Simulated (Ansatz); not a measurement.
## InP: changing the strain (εxx = s, εyy = s)

```
In P
1.0
     0.00000    2.93050    2.93050
     2.93050    0.00000    2.93050
     2.93050    2.93050    0.00000
In P
1 1
Direct
  0.00000 0.00000 0.00000
  0.75000 0.75000 0.75000
```

Kept alike: task band structure; functional PBEsol; k mesh 7 × 7 × 7; occupations fermi-dirac, width 0.05 eV; no spin polarisation. Program: Ansatz, Ansatz PAW, cutoff 420 eV. The mesh is that of the run's cell of 2 atoms. No spin-orbit coupling.

```csv
s,band gap (eV),free energy over the lowest row (meV/atom)
-0.02,0.795,13.81
-0.01,0.706,4.33
0,0.615,0.00
0.01,0.478,0.47
```

The cell shown is the unstrained one; x, y and z are its Cartesian axes; atoms keep their fractions. Gaps are the smaller of the mesh's and the band path's. All rows use potentials made for PBE.

Task: What does the strain (εxx = s, εyy = s) change here?

Result: The band gap falls from 0.795 to 0.478 eV between -0.02 and 0.01. That is -0.117 eV for each per cent of strain near s = 0. The free energy is lowest at 0, and 13.81 meV an atom higher at -0.02.
